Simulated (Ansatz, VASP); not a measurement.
# One calculation of H, two programs

Contents of INCAR:

```
PREC = Accurate
ENCUT = 520
EDIFF = 1E-6
ISMEAR = 0
SIGMA = 0.02
LREAL = False
LASPH = True
NELM = 60
ALGO = Normal
ISIF = 2
LWAVE = False
LCHARG = False
GGA = PE
NBANDS = 10
```

File KPOINTS:

```
Automatic mesh
0
Gamma
  8 8 4
```

POSCAR

```
H
1.0
    1.6820688852     -2.8164714081      0.0570137226
    1.6273258531      2.7834348296     -0.0539474533
    0.0058718048     -0.1282326407      6.1203147495
H
4
Direct
    0.5361513459      0.4036496355      1.0059184156
    0.4665283150      0.6127907465     -0.0094123669
    0.4218472451      0.5433520929      0.5046307536
    0.5754730940      0.4402075250      0.4988647816
```

Input for Ansatz:

```yaml
crystal:
  lattice:
    - [1.6820688852, -2.8164714081, 0.0570137226]
    - [1.6273258531, 2.7834348296, -0.0539474533]
    - [0.0058718048, -0.1282326407, 6.1203147495]
  atoms:
    - { symbol: H, position: [0.5361513459, 0.4036496355, 1.0059184156] }
    - { symbol: H, position: [0.466528315, 0.6127907465, -0.0094123669] }
    - { symbol: H, position: [0.4218472451, 0.5433520929, 0.5046307536] }
    - { symbol: H, position: [0.575473094, 0.440207525, 0.4988647816] }
basis:
  ecutwfc: 420
kpoints:
  mp_grid: { grid: [8, 8, 4] }
hamiltonian:
  xc: pbe
scf:
  occupations: { method: gaussian, width: 0.02 }
output:
  forces: true
  stress: true
  eigenvalues: true
```

Change from the starting cell: all atoms moved at random, cell strained at random.

Alike in both runs: task single point; functional PBE; k mesh 8 × 8 × 4; occupations gaussian, width 0.02 eV; no spin polarisation.

|  | VASP | Ansatz |
| --- | --- | --- |
| version | VASP 6.6.1 | Ansatz 0.2.0 |
| potentials or method | VASP PAW PBE potentials, release 64 (H) | scalar-relativistic, plane waves, PAW |
| plane-wave cutoff (eV) | 520 | 420 |
| valence electrons in the cell | 4 | 4 |

|  | VASP | Ansatz | Ansatz less VASP |
| --- | --- | --- | --- |
| gap on the k mesh at the Fermi level (eV) | 7.75 | 7.75 | 0.000 |
| least direct gap on the mesh (eV) | 7.77 | 7.77 | 0.000 |
| pressure (GPa) | -0.8 | -0.6 | +0.17 |
| largest component of the traceless stress (GPa) | 1.46 | 1.43 | -0.036 |
| rms of the force components (eV/Å) | 0.871 | 0.874 | +0.0028 |

Atom by atom the forces differ by 0.006 eV/Å (rms over components).

Caveats: forces of over 1 eV/Å show positions far from the minimum, so gaps and moduli don't describe the material at rest. A k mesh can miss the band edges.
